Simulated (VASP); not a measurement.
Write the native input for VASP 6.6.1 that does the following.

```yaml
Task: single point
Functional: PBEsol
Potentials_or_basis: VASP PAW PBE potentials, release 64 (Al)
Cutoff: 520 eV
k_mesh: 15 × 15 × 14
Occupations: gaussian, width 0.1 eV
Spin: no spin polarisation
Dipole_correction: no
Further_INCAR_settings: ALGO = Fast; EDIFF = 1e-06; NBANDS = 8; ISYM = 0
```

The structure of Al lies in POSCAR:

```
Al
1.0
    2.7402214766      0.0000000000      0.0000000000
   -1.3701107383      2.3731014107      0.0000000000
    1.3701107383      0.7910338036      2.4194638096
Al
1
Direct
    0.0000000000      0.0000000000      0.0000000000
```

This isn't the form of Al at room conditions, which is fcc.

These files were run (other wordings do the same):

INCAR

```
ALGO = Fast ; EDIFF = 1E-6
ENCUT = 520 ; GGA = PS
ISIF = 2 ; ISMEAR = 0
ISYM = 0 ; LASPH = T
LCHARG = F ; LREAL = F
LWAVE = F ; NBANDS = 8
NELM = 100 ; PREC = Accurate
SIGMA = 0.1
```

KPOINTS

```
k-points
0
Gamma
  15 15 14
```

Potentials or basis: VASP PAW PBE potentials, release 64 (Al).

Launch:

```bash
$ cat potpaw_PBE.64/Al/POTCAR > POTCAR
$ mpirun -np 1 vasp_std > vasp.out
```

Results of the run:

```
Pressure               : 3.3 GPa
Band gap on the k mesh : none (metal or under the smearing width)
```

Caveat: the PAW data sets were made with another functional, which shifts forces and pressure a little.

Wall time 90 s on 1 thread of AMD EPYC 9R45 96-Core Processor (Zen 5), with other jobs on the host, peak memory 0.24 GiB.
